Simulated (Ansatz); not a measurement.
Crystal: Ni.

```
CELL_PARAMETERS angstrom
-1.38372 1.38372 1.38372
1.38372 -1.38372 1.38372
1.38372 1.38372 -1.38372
ATOMIC_POSITIONS crystal
Ni 0.00000 0.00000 0.00000
```

This isn't the form of Ni at room conditions, which is fcc.

| Item | Value |
| --- | --- |
| Program | Ansatz 0.2.0 |
| Task | single point |
| Functional | PBE |
| Potentials or basis | Ansatz PAW |
| Cutoff | 420 eV (not typed: the program's choice for these potentials) |
| k mesh | 13 × 13 × 13 |
| Occupations | fermi-dirac, width 0.05 eV |
| Spin | collinear spin, ferromagnetic start |
| Starting moments | [1.0] μB |

On this cell: pressure 7.8 GPa; net moment 0.59 μB per cell; site moments Ni +0.62 μB; band gap on the k mesh none (metal or under the smearing width).

The same run follows on a disturbed copy (cell strained at random at fixed volume):

```
Ni
1.0
    -1.38853    1.36313    1.43177
     1.33108   -1.36244    1.37363
     1.41530    1.38921   -1.43108
Ni
1
Direct
  0.97925 0.97687 0.98052
```

**Question.** What changes?

**Answer.** The energy (extrapolated to zero smearing) moves by +10.7 meV/atom; pressure 8.2 GPa; net moment 0.58 μB per cell; site moments Ni +0.61 μB; band gap on the k mesh none (metal or under the smearing width).

Stress tensor (GPa, compression positive):
```
 7.22 -3.13  7.14
-3.13  8.01 -0.46
 7.14 -0.46  9.45
```
